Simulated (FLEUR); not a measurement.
SnSe2 under changes of volume

One of the cells (25.726 Å³/atom); the others are scaled copies at fixed shape and fractional positions:

```
CELL_PARAMETERS angstrom
3.81100 0.00000 0.00000
-1.90550 3.30042 0.00000
0.00000 0.00000 6.13600
ATOMIC_POSITIONS crystal
Sn 0.00000 0.00000 0.00000
Se 0.66667 0.33333 0.75100
Se 0.33333 0.66667 0.24900
```

| Item | Value |
| --- | --- |
| Program | FLEUR MaX-R8.1 (later development tree) |
| Functional | LDA (von Barth-Hedin) |
| Potentials or basis | all-electron |
| Basis | FLAPW |
| Kmax | 4.43 1/bohr |
| k mesh | 8 × 8 × 5 |
| Occupations | fermi-dirac, width 0.05 eV |
| Spin | no spin polarisation |

| volume (Å³/atom) | energy over the lowest point (meV/atom) | gap on the mesh (eV) |
| --- | --- | --- |
| 24.182 | ? | ? |
| 24.697 | 11.88 | 0.73 |
| 25.726 | 0.00 | 0.68 |
| 26.755 | 6.75 | 0.62 |
| 27.270 | 15.89 | 0.60 |

Problem. What does the run at 24.182 Å³/atom give?

Solution. Energy over the lowest point 26.30 meV/atom; gap on the mesh 0.76 eV.

Worked out: A Birch-Murnaghan fit of order 2 (a polynomial in V^(-2/3)) to the other rows has its minimum at 25.84 Å³/atom with B0 = V·E''(V) = 71 GPa at fixed shape and positions, which overstates the stiffness. It gives 26.00 meV/atom at 24.182 Å³/atom, against the run's 26.30. A straight line through the other rows of the gap, of slope -1.34 eV per unit of ln V, extrapolates to 0.76 eV, against the run's 0.76.

Energies are extrapolated to zero smearing.

Caveats: spin-orbit coupling is left out, which moves the levels of the heavy elements; an odd mesh through Γ misses points on the zone boundary, where band edges often lie.
